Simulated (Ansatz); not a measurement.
Ansatz input file:

```yaml
crystal:
  lattice:
    - [3.0904384274, 0.0, 0.0]
    - [-1.5452192137, 2.6763981869, 0.0]
    - [0.0, 0.0, 5.09443542]
  atoms:
    - { symbol: Al, position: [0.3333333333, 0.6666666667, 0.0120530333] }
    - { symbol: Al, position: [0.6666666667, 0.3333333333, 0.5120530333] }
    - { symbol: "N", position: [0.3333333333, 0.6666666667, 0.3729469667] }
    - { symbol: "N", position: [0.6666666667, 0.3333333333, 0.8729469667] }
basis:
  ecutwfc: 420
kpoints:
  mp_grid: { grid: [9, 9, 6] }
hamiltonian:
  xc: pbe
scf:
  occupations: { method: gaussian, width: 0.02 }
output:
  forces: true
  stress: true
  eigenvalues: true
```

It can be run as
```bash
ansatz run input.yaml --threads 1 --pin off --backend cpu --events-out ev --progress --plain --runs-dir out  # memory cap (--max-ram) not shown
```

Method: DFT PBE, scalar-relativistic, plane waves, PAW (Ansatz).

Part of what the program printed, abridged:

```
Pseudopotentials: kind: paw
Pseudopotential: Al, paw, valence charge 3, recommended cutoff 420 eV (normal)
Pseudopotential: N, paw, valence charge 5, recommended cutoff 420 eV (normal)
Functional definition: PBE
Crystal: 4 atoms, lattice volume = 42.137 Å³
Basis set: ecut = 420 eV, 809 PW (Γ), exchange–correlation on 48×48×72 points (8 copies of the dense FFT grid, shifted against one another)
Bands: 12, of which v1, the nominal top of the filled ones, is band 8 counted from 1 (7 counted from 0)
Symmetry: 12 space group operations
Space group: P63mc (ITA 186), of the structure as read, at distance tolerance 3.5e-5 Å
k-points: 48 of 486 (time reversal used)
Initial density: superposition of atomic densities (neutral atoms: chi_scale 0, normalization atom), corrected by the library's trained network
Initial wavefunctions: pseudopotential atomic-orbital guess
Functional: x = pbe(κ = 0.804, μ = 0.21951497), c = pbe(β = 0.06672455)
SCF iter   1: F=—  HF=-1848.391218 eV  |F-HF|=—  |Δ(HF+E_count)|=         —  Δρ=9.50e-4  dr2=2.17e-4  ethr=1.77e-3  ⟨swp⟩=6.2  Hψ=3906  notcnv=0
SCF iter   2: F=—  HF=-1848.391546 eV  |F-HF|=—  |Δ(HF+E_count)|=   3.28e-4  Δρ=4.19e-4  dr2=2.52e-5  ethr=1.36e-6  ⟨swp⟩=2.3  Hψ=1383  notcnv=0
SCF iter   3: F=—  HF=-1848.391729 eV  |F-HF|=—  |Δ(HF+E_count)|=   1.84e-4  Δρ=8.99e-5  dr2=1.07e-6  ethr=1.58e-7  ⟨swp⟩=2.1  Hψ=905  notcnv=0
SCF iter   4: F=-1848.391735 eV  HF=-1848.391735 eV  |F-HF|=2.50e-8  |Δ(HF+E_count)|=   5.24e-6  Δρ=8.11e-6  dr2=1.31e-8  ethr=6.71e-9  ⟨swp⟩=2.0  Hψ=957  notcnv=0
SCF iter   5: F=-1848.391735 eV  HF=-1848.391735 eV  |F-HF|=3.69e-10  |Δ(HF+E_count)|=   2.78e-8  Δρ=1.38e-6  dr2=4.51e-10  ethr=8.16e-11  ⟨swp⟩=2.1  Hψ=932  notcnv=0
SCF iter   6: F=-1848.391735 eV  HF=-1848.391735 eV  |F-HF|=2.57e-11  |Δ(HF+E_count)|=  4.83e-10  Δρ=2.20e-7  dr2=1.14e-11  ethr=2.82e-12  ⟨swp⟩=1.0  Hψ=1736  notcnv=0
SCF 1 converged in 6 iterations: F = -1848.391735 eV  dr2 = 1.14e-11
SCF converged after 6 iterations
Free energy (F): -1848.391735 eV
Harris-Foulkes:  -1848.391735 eV  (|F-HF|=2.57e-11)
Internal energy: -1848.391735 eV  (E = F + TS)
E sigma→0 (E₀):  -1848.391735 eV
Fermi energy:    9.069960 eV
--- Per-component energies (eV) ---
  E_band       = 29.365019
  E_kinetic    = 318.251726
  E_local      = -449.266753  (includes V_loc(G=0)·N_el)
  E_nonlocal   = 110.831938
  E_hartree    = 155.849071
  E_xc         = -203.499573
  E_vxc        = -215.695567  (∫ρ·V_xc dr)
  E_paw        = -1190.253474  (= ΣΔE_a)
  E_vpaw       = -46.454633  (= ΣTr[D̂ρ^β])
  E_aug_tail   = 0.000194  (compensation charges beyond the density's cutoff)
  E_ewald      = -590.304864
  E_smearing   =  0.000000  (= −TS)
--- Forces (eV/Å), atoms counted from 1 ---
  atom   1  Al     0.00000000     0.00000000    -1.22646765
  atom   2  Al     0.00000000     0.00000000    -1.22646765
  atom   3  N      0.00000000     0.00000000     1.22649015
  atom   4  N      0.00000000     0.00000000     1.22649015
--- Stress (GPa, compression-positive) ---
        1.933995       0.000000       0.000000
        0.000000       1.933995       0.000000
        0.000000       0.000000       4.577025
  P = ⅓ Tr σ = 2.8150 GPa (28.150 kbar)
--- Band table (eV; the first three rows and the last of 48) ---
  k-point 0: bands = ["-8.0550", "-6.0386", "0.9015", "6.4757", "6.4757", "6.6287", "7.0424", "7.0424", "11.0974", "13.8677", "17.1685", "18.4731"]
  k-point 1: bands = ["-7.9546", "-6.2315", "1.2542", "6.0634", "6.5114", "6.5114", "7.0025", "7.0025", "11.5719", "13.9044", "17.0346", "18.4395"]
  k-point 2: bands = ["-7.6634", "-6.6926", "2.1843", "4.8327", "6.6112", "6.6112", "6.8950", "6.8950", "12.5258", "13.8620", "16.8685", "17.9751"]
  k-point 47: bands = ["-5.5283", "-5.5283", "2.3293", "2.3293", "3.3151", "3.3151", "6.0249", "6.0249", "14.1794", "14.1794", "14.8324", "14.8324"]
```

The run converged.